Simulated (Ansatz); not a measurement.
Runs of Ansatz 0.2.0 on Cu. The typed cell holds 1 atom: a = 2.565 Å, b = 2.598 Å, c = 2.506 Å, α = 59.95°, β = 60.31°, γ = 59.68°. 

```tsv
level	cutoff (eV)	gap on the mesh (eV)	pressure (GPa)	relaxed volume (Å³/atom)
LDA	420	none	0.0	10.89
revPBE	420	none	0.0	12.26
r2SCAN	500	none	0.0	11.44
RPBE	420	none	0.0	(a)
PBEsol	420	none	0.0	(b)
```

Alike in all rows: task relaxation of cell and atoms; potentials or basis Ansatz PAW; no spin polarisation; cell relaxed from: cell sheared at random, sigma 0.01, atoms nudged by 0.01 Å; k mesh 13 × 12 × 13; smearing fermi-dirac 0.05 eV.

Estimate the missing entries.

(a) 12.38; (b) 11.31.

Caveats: the plane-wave basis is chosen anew once the cell has moved, so the energies of steps on either side of that aren't comparable; the PAW data sets come from PBE, with cores solved anew for the run's functional, which leaves a small shift of forces and pressure.

A gap of «none» marks a metal or a gap under the smearing width.
